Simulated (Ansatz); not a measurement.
# BP (F-43m), an elastic constant from a strain scan

Theory: DFT r2SCAN, scalar-relativistic, plane waves, PAW (Ansatz 0.2.0). Cutoff 500 eV, Γ-centred 10×10×10 k-points, Gaussian smearing of 0.05 eV. No spin polarisation. Energies are free energies at this smearing, counted from the undisturbed cell; pressure is positive in compression.

The undisturbed cell (as given, not relaxed at this level; it stands at -0.2 GPa):

```xyz
2
Lattice="0.0000 2.2690 2.2690 2.2690 0.0000 2.2690 2.2690 2.2690 0.0000" Properties=species:S:1:pos:R:3 pbc="T T T"
B     0.0000    0.0000    0.0000
P     3.4035    3.4035    3.4035
```

The cell is strained by ε times the Voigt pattern (0, 1, 0, 0, 0, 0) (xx, yy, zz, yz, xz, xy; engineering shear) with fractional coordinates fixed. The cell holds 2 atoms in V0 = 23.36 Å³. The stress column is τ = (1/V0) dE/dε, got from the stress tensor σ (compression positive) at each point as −det(1 + εP) σ : P(1 + εP)⁻¹, with P the pattern as a tensor.

| ε | ΔE (meV/atom) | τ (GPa) |
| --- | --- | --- |
| -0.0600 | 48.690 | -22.890 |
| -0.0450 | 26.965 | -16.865 |
| -0.0300 | 11.736 | -11.013 |
| -0.0150 | 2.812 | -5.335 |
| 0.0000 | 0.000 | 0.164 |
| 0.0150 | 3.104 | 5.482 |
| 0.0300 | 11.924 | 10.617 |
| 0.0450 | 26.259 | 15.566 |
| 0.0525 | 35.431 | 17.971 |
| 0.0600 | ? | ? |

Question: Which combination of elastic constants does this scan measure, and how large is it?

Answer: For small ε, τ = τ0 + Kε with K = pᵀCp, which for this pattern is C11 in the cubic axes. The parabola through τ at ε = -0.0150, 0 and 0.0150 has slope K = 361 GPa at zero. The energies per cell, E = NΔE, of the same two points give K = 2[E(ε₊)/ε₊ − E(ε₋)/ε₋]/[(ε₊ − ε₋)V0] = 361 GPa, in agreement.

Question: Predict the withheld row at ε = 0.0600 from the harmonic law, and compare.

Answer: ΔE = V0(τ0 ε + Kε²/2)/N = 48.043 meV/atom and τ = 21.80 GPa. The calculation gives 45.904 meV/atom and 20.33 GPa, a miss of 4.5 % of the harmonic energy, so the harmonic law still holds here.